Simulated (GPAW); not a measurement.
Cd:

```
CELL_PARAMETERS angstrom
3.17585 0.00000 0.00000
1.43887 2.80980 0.00000
1.60913 0.88986 2.44923
ATOMIC_POSITIONS crystal
Cd 0.00000 0.00000 0.00000
```

This isn't the form of Cd at room conditions, which is hcp.

The cell isn't the ideal one: cell sheared at random, sigma 0.03, atoms nudged by 0.01 Å.

| Quantity | Value |
| --- | --- |
| Program | GPAW 26.7.0 |
| Task | relaxation of cell and atoms |
| Functional | AM05 |
| Potentials or basis | PAW data sets generated in the run's folder for this functional |
| Cutoff | 600 eV |
| Basis | pw |
| k mesh | 10 × 10 × 11 |
| Occupations | fermi-dirac, width 0.05 eV |
| Spin | no spin polarisation |

At the start: pressure -2.1 GPa; volume 21.86 Å³/atom.

Problem. How do energy, volume and symmetry change on relaxing?

Solution. Over 14 steps the energy falls by 16.8 meV/atom and the volume is 21.07 Å³/atom (-3.6 %); space group P-1 (No. 2, to 0.05 Å).

The path:
```tsv
step	energy change (eV)	largest force (eV/Å)	pressure (GPa)	volume (Å³)
1	0.0000	0.0000	-2.14	21.86
2	-0.0037	0.0000	-1.58	21.58
3	-0.0089	0.0000	0.54	20.73
4	-0.0095	0.0000	0.37	20.79
5	-0.0119	0.0000	-0.44	21.15
6	-0.0124	0.0000	-0.16	21.02
7	-0.0127	0.0000	0.02	20.94
8	-0.0132	0.0000	0.23	20.87
9	-0.0143	0.0000	0.55	20.77
10	-0.0123	0.0000	1.63	20.69
11	-0.0155	0.0000	0.33	20.88
12	-0.0161	0.0000	0.26	20.94
13	-0.0164	0.0000	0.11	21.18
14	-0.0168	0.0000	0.07	21.07
```

Final structure:
```
CELL_PARAMETERS angstrom
3.04024 -0.09702 -0.10024
1.29518 2.80164 -0.10263
1.43927 0.80091 2.37236
ATOMIC_POSITIONS crystal
Cd 0.00000 0.00000 0.00000
```

Caveat: later steps reuse the first step's grids.
